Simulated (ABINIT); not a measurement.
# Ge (Imma) in ABINIT: band structure with PBEsol

Aim: the band structure of Ge with PBEsol.

Everything below comes from runs of ABINIT 10.8.3 (patched build). Logs are shortened: lines on timing, memory, paths and dates and some standing lists are left out, and cuts for length are marked. The log counts tension as positive stress, the text compression.

## 1. Starting point

Symmetry: Imma, No. 74, orthorhombic system. Conventional cell: a = 4.992 Å, b = 5.302 Å, c = 2.874 Å, α = 90.00°, β = 90.00°, γ = 90.00°. Ge (site symmetry mm2) has 6 Ge at 2.68 to 2.87 Å as nearest neighbours.

This isn't the form of Ge at room conditions, which is diamond.

## 2. Band structure, PBEsol

run.abi

```
# Datasets: ground state, then fixed potential
ndtset 2

# Pseudopotentials
pp_dirpath "./"
pseudos "Ge.GGA_PBE-JTH.xml"

# Structure
acell 3.9142557597 3.9142557597 3.9142557597 Angstrom
rprim
    -0.6376430548     0.6772329563     0.3671060575
     0.6376430548    -0.6772329563     0.3671060575
     0.6376430548     0.6772329563    -0.3671060575
ntypat 1
znucl 32
natom 2
typat 1 1
xred
     0.3140570000     0.0640570000     0.2500000000
     0.6859430000     0.9359430000     0.7500000000
chkprim 0
chksymtnons 0
tolsym 1.0e-6

# Plane-wave basis
ecut 22.0
pawecutdg 44.0
pawxcdev 0

# Exchange and correlation
ixc -116133

# Bands and occupations
occopt 3
tsmear 0.05 eV

# SCF cycle
nstep 100

# Output
iomode 3
prtwf 0
prteig 0
prtebands 0
enunit 1
prtden1 1

# Dataset 1
kptopt1 1
ngkpt1 11 11 11
nshiftk1 1
shiftk1 0.0 0.0 0.0
nband1 18
tolvrs1 1.0e-9

# Dataset 2: bands along G-X-L-T-W-R-X1-Z-G-Y-S-W
iscf2 -2
getden2 1
nband2 24
nbdbuf2 4
tolwfr2 1.0e-11
kptopt2 -11
ndivsm2 8
prteig2 1
kptbounds2
     0.0000000000     0.0000000000     0.0000000000
     0.3234593264     0.3234593264    -0.3234593264
     0.2950845098     0.3518341431    -0.2950845098
     0.0000000000     0.5000000000     0.0000000000
     0.2500000000     0.2500000000     0.2500000000
     0.5000000000     0.0000000000     0.0000000000
     0.6765406736    -0.3234593264     0.3234593264
     0.5000000000    -0.5000000000     0.5000000000
     0.0000000000     0.0000000000     0.0000000000
    -0.4716251834     0.4716251834     0.4716251834
     0.0000000000     0.0000000000     0.5000000000
     0.2500000000     0.2500000000     0.2500000000
```

Potentials or basis: JTH PAW PBE v2.0.

Run with:

```bash
$ abinit run.abi > log 2>&1
```

run.abo:

```text
.Version 10.8.3 of ABINIT
 DATASET    1 : space group Im m a (# 74); Bravais oI (body-center ortho.)
================================================================================
 Values of the parameters that define the memory need for DATASET  1.
     intxc =       0    ionmov =       0      iscf =      17    lmnmax =      18
     lnmax =       6     mgfft =      32  mpssoang =       3    mqgrid =    3001
     natom =       2  nloc_mem =       2    nspden =       1   nspinor =       1
    nsppol =       1      nsym =       8    n1xccc =       1    ntypat =       1
    occopt =       3   xclevel =       2
       mpw =        1284          nfft =       32768          nkpt =         216
 PAW method is used; the additional fine FFT grid is defined by:
   mgfftf=        48    nfftf =    110592
================================================================================
================================================================================

 DATASET    2 : space group Im m a (# 74); Bravais oI (body-center ortho.)
================================================================================
 Values of the parameters that define the memory need for DATASET  2.
     intxc =       0    ionmov =       0      iscf =      -2    lmnmax =      18
     lnmax =       6     mgfft =      32  mpssoang =       3    mqgrid =    3001
     natom =       2  nloc_mem =       2    nspden =       1   nspinor =       1
    nsppol =       1      nsym =       8    n1xccc =       1    ntypat =       1
    occopt =       3   xclevel =       2
       mpw =        1290          nfft =       32768          nkpt =        1015
 PAW method is used; the additional fine FFT grid is defined by:
   mgfftf=        48    nfftf =    110592
================================================================================
================================================================================

--------------------------------------------------------------------------------
------------- Echo of variables that govern the present computation ------------
--------------------------------------------------------------------------------
 -outvars: echo values of preprocessed input variables --------
            acell      7.3968713726E+00  7.3968713726E+00  7.3968713726E+00 Bohr
              amu      7.26100000E+01
          chkprim           0
      chksymtnons           0
             ecut      2.20000000E+01 Hartree
           enunit           1
           getden1          0
           getden2          1
             iscf1         17
             iscf2         -2
                       outvar_i_n : Printing only first  50 k-points.
              ixc     -116133
           jdtset        1    2
[... 239 lines left out ...]
  sigma(3 3)=  1.12117379E-04  sigma(2 1)=  0.00000000E+00

-Cartesian components of stress tensor (GPa)         [Pressure= -2.9997E+00 GPa]
- sigma(1 1)=  1.81071775E+00  sigma(3 2)=  0.00000000E+00
- sigma(2 2)=  3.88978516E+00  sigma(3 1)=  0.00000000E+00
- sigma(3 3)=  3.29860718E+00  sigma(2 1)=  0.00000000E+00

================================================================================
== DATASET  2 ==================================================================

--- !DatasetInfo
iteration_state: {dtset: 2, }
dimensions: {natom: 2, nkpt: 1015, mband: 24, nsppol: 1, nspinor: 1, nspden: 1, mpw: 1290, }
cutoff_energies: {ecut:  22.0, pawecutdg:  44.0, }
electrons: {nelect:   2.80000000E+01, charge:   0.00000000E+00, occopt:   3.00000000E+00, tsmear:   1.83746611E-03, }
meta: {optdriver: 0, ionmov: 0, optcell: 0, iscf: -2, paral_kgb: 0, }
...

 mkfilename : getden/=0, take file _DEN from output of DATASET   1.

 Real(R)+Recip(G) space primitive vectors, cartesian coordinates (Bohr,Bohr^-1):
 R(1)= -4.7165637  5.0094051  2.7154363  G(1)=  0.0000000  0.0998123  0.1841325
 R(2)=  4.7165637 -5.0094051  2.7154363  G(2)=  0.1060094  0.0000000  0.1841325
 R(3)=  4.7165637  5.0094051 -2.7154363  G(3)=  0.1060094  0.0998123  0.0000000
 Unit cell volume ucvol=  2.5663238E+02 bohr^3
 Angles (23,13,12)=  1.00767417E+02  9.47444139E+01  1.36925499E+02 degrees

 Coarse grid specifications (used for wave-functions):

 getcut: wavevector=  0.0000  0.0000  0.0000  ngfft=  32  32  32
         ecut(hartree)=     22.000   => boxcut(ratio)=   2.04988

 Fine grid specifications (used for densities):

 getcut: wavevector=  0.0000  0.0000  0.0000  ngfft=  48  48  48
         ecut(hartree)=     44.000   => boxcut(ratio)=   2.17425
--------------------------------------------------------------------------------

================================================================================
 Non-SCF case, kpt    1 (  0.00000  0.00000  0.00000), residuals and eigenvalues=
  4.61E-12  4.66E-12  7.27E-12  8.68E-12  4.21E-12  9.15E-12  2.72E-12  2.97E-12
  3.54E-12  8.69E-12  8.15E-12  2.26E-12  5.48E-12  9.41E-12  4.77E-12  1.87E-12
  7.23E-12  8.05E-13  1.19E-12  7.77E-12  2.71E-08  1.39E-05  7.00E-06  1.28E-06
 -5.8570E-01 -5.8288E-01 -5.8280E-01 -5.8270E-01 -5.8145E-01 -5.8011E-01
 -5.7789E-01 -5.7776E-01 -5.7669E-01 -5.7415E-01 -1.6137E-01  1.8030E-01
  2.3424E-01  2.5061E-01  4.4781E-01  5.7573E-01  5.8417E-01  6.1041E-01
  6.2266E-01  7.1531E-01  7.8533E-01  8.2053E-01  8.2867E-01  8.3261E-01
 Non-SCF case, kpt    2 (  0.00205  0.00205 -0.00205), residuals and eigenvalues=
  9.44E-12  8.26E-12  4.22E-12  7.02E-12  5.30E-12  3.42E-12  5.26E-12  5.41E-12
  2.39E-12  9.74E-12  4.91E-12  6.22E-12  3.84E-12  5.51E-12  6.51E-12  2.10E-12
[... 4960 lines left out ...]
  5.58E-12  3.18E-12  1.63E-12  2.96E-12  3.23E-08  3.32E-07  2.44E-07  7.18E-04
 -5.8398E-01 -5.8325E-01 -5.8274E-01 -5.8174E-01 -5.8129E-01 -5.7923E-01
 -5.7858E-01 -5.7797E-01 -5.7735E-01 -5.7585E-01 -1.3777E-01  9.6745E-02
  1.8580E-01  3.8290E-01  3.9019E-01  5.4240E-01  5.4849E-01  6.0952E-01
  6.4515E-01  7.3085E-01  8.1580E-01  8.4516E-01  8.5709E-01  8.9721E-01
 Non-SCF case, kpt  623 (  0.17293 -0.17293  0.17293), residuals and eigenvalues=
  1.84E-12  3.11E-12  2.12E-12  2.62E-12  5.62E-12  3.85E-12  3.58E-12  5.34E-12
  4.40E-12  4.64E-12  1.64E-12  8.66E-12  6.42E-12  2.53E-12  3.76E-12  6.24E-12
  7.27E-12  5.24E-12  4.34E-12  4.04E-12  4.75E-08  3.25E-07  4.28E-07  6.79E-04
 -5.8404E-01 -5.8323E-01 -5.8274E-01 -5.8177E-01 -5.8130E-01 -5.7926E-01
 -5.7855E-01 -5.7797E-01 -5.7733E-01 -5.7579E-01 -1.3876E-01  9.8560E-02
  1.8724E-01  3.7907E-01  3.9479E-01  5.3901E-01  5.4980E-01  6.0971E-01
  6.4423E-01  7.3135E-01  8.1445E-01  8.4416E-01  8.5617E-01  8.9729E-01
 Non-SCF case, kpt  624 (  0.16917 -0.16917  0.16917), residuals and eigenvalues=
  2.08E-12  3.41E-12  1.96E-12  2.71E-12  6.33E-12  4.03
```

It took 8.6 min on 1 thread of Intel Xeon 6975P-C (Granite Rapids), shared host; peak memory 0.67 GiB.

What came out:

```
Free energy                                           : -5200.1489 eV
Pressure                                              : -3.0 GPa
Largest force                                         : 0.061 eV/Å
Band gap on the k mesh                                : none (metal or under the smearing width)
Valence electrons inside the program's atomic spheres : Ge 12.22 (radii [1.2196] Å)
```

Forces in eV/Å, atoms in the order of the input:
```
Ge   0.000  0.000  0.061
Ge   0.000  0.000 -0.061
```

Stress tensor (GPa, compression positive):
```
-1.81  0.00  0.00
 0.00 -3.89  0.00
 0.00  0.00 -3.30
```

Levels at the corners of the path, in eV from the Fermi level:
| point | band 11 | band 12 | band 13 | band 14 | band 15 | band 16 | band 17 | band 18 |
| --- | --- | --- | --- | --- | --- | --- | --- | --- |
| Γ | -13.14 | -3.84 | -2.37 | -1.92 | 3.44 | 6.92 | 7.15 | 7.87 |
| X | -7.46 | -6.60 | -3.78 | -3.69 | -3.33 | 3.69 | 5.60 | 7.38 |
| L | -7.47 | -6.63 | -3.93 | -3.76 | -2.97 | 3.51 | 5.79 | 7.27 |
| T | -8.21 | -5.93 | -3.47 | -2.27 | -1.80 | 3.11 | 3.99 | 6.55 |
| W | -7.01 | -7.01 | -4.33 | -4.33 | 3.86 | 3.86 | 5.13 | 5.13 |
| R | -8.06 | -6.99 | -1.97 | -1.57 | -0.79 | 1.48 | 3.17 | 4.29 |
| X1 | -7.46 | -6.60 | -3.78 | -3.69 | -3.33 | 3.69 | 5.60 | 7.38 |
| Z | -9.11 | -8.24 | -5.88 | -5.62 | 4.37 | 6.85 | 10.68 | 11.24 |
| Γ | -13.14 | -3.84 | -2.37 | -1.92 | 3.44 | 6.92 | 7.15 | 7.87 |
| Y | -9.10 | -8.39 | -5.86 | -5.43 | 4.39 | 6.86 | 10.62 | 11.07 |
| S | -10.39 | -10.39 | 0.64 | 0.64 | 2.26 | 2.26 | 6.73 | 6.73 |
| W | -7.01 | -7.01 | -4.33 | -4.33 | 3.86 | 3.86 | 5.13 | 5.13 |

Caveat: the PAW data sets were made with another functional, which shifts forces and pressure a little.
